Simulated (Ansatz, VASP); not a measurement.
**One calculation of Ge, two programs**

INCAR

```
SYSTEM = Ge
  PREC = Accurate
  ENCUT = 520
  EDIFF = 1E-6
  ISMEAR = -1
  SIGMA = 0.05
  LREAL = .FALSE.
  LASPH = .TRUE.
  NELM = 60
  ALGO = Normal
  ISIF = 2
  LWAVE = .FALSE.
  LCHARG = .TRUE.
  GGA = CA
  LELF = .TRUE.
  LVHAR = .TRUE.
  NBANDS = 21
```

KPOINTS

```
Automatic mesh
0
G
  11 11 11
  0 0 0
```

Contents of POSCAR:

```
Ge
1.0
   -2.5219343658      2.5219343658      1.3688860134
    2.5219343658     -2.5219343658      1.3688860134
    2.5219343658      2.5219343658     -1.3688860134
Ge
2
Direct
    0.5000000000      0.5000000000      0.0000000000
    0.2500000000      0.7500000000      0.5000000000
```

Contents of input.yaml:

```yaml
crystal:
  lattice:
    - [-2.5219343658, 2.5219343658, 1.3688860134]
    - [2.5219343658, -2.5219343658, 1.3688860134]
    - [2.5219343658, 2.5219343658, -1.3688860134]
  atoms:
    - { symbol: Ge, position: [0.5, 0.5, 0.0] }
    - { symbol: Ge, position: [0.25, 0.75, 0.5] }
kpoints:
  mp_grid: { grid: [11, 11, 11] }
scf:
  occupations: { method: fermi_dirac, width: 0.05 }
hamiltonian:
  xc: lda
  pseudopotentials: { kind: all_electron, lapw: { basis_error: 0.001 } }
output:
  forces: true
  stress: true
  eigenvalues: true
```

Change from the starting cell: volume scaled by 0.94.

Alike in both runs: task single point; functional LDA; k mesh 11 × 11 × 11; occupations fermi-dirac, width 0.05 eV; no spin polarisation.

|  | VASP | Ansatz |
| --- | --- | --- |
| version | VASP 6.6.1 | Ansatz 0.2.0 |
| potentials or method | VASP PAW LDA potentials, release 64 (Ge_d) | all-electron LAPW, scalar-relativistic |
| plane-wave cutoff (eV) | 520 | see its input |

|  | VASP | Ansatz | Ansatz less VASP |
| --- | --- | --- | --- |
| gap on the k mesh at the Fermi level (eV) | none | none | - |
| pressure (GPa) | 2.7 | 2.7 | -0.02 |
| largest component of the traceless stress (GPa) | 0.07 | 0.07 | +0.005 |

A gap of «none» marks a metal or a gap that the smearing closes. Ansatz ran all-electron here, so the differences hold the error of VASP's frozen core and of both bases.
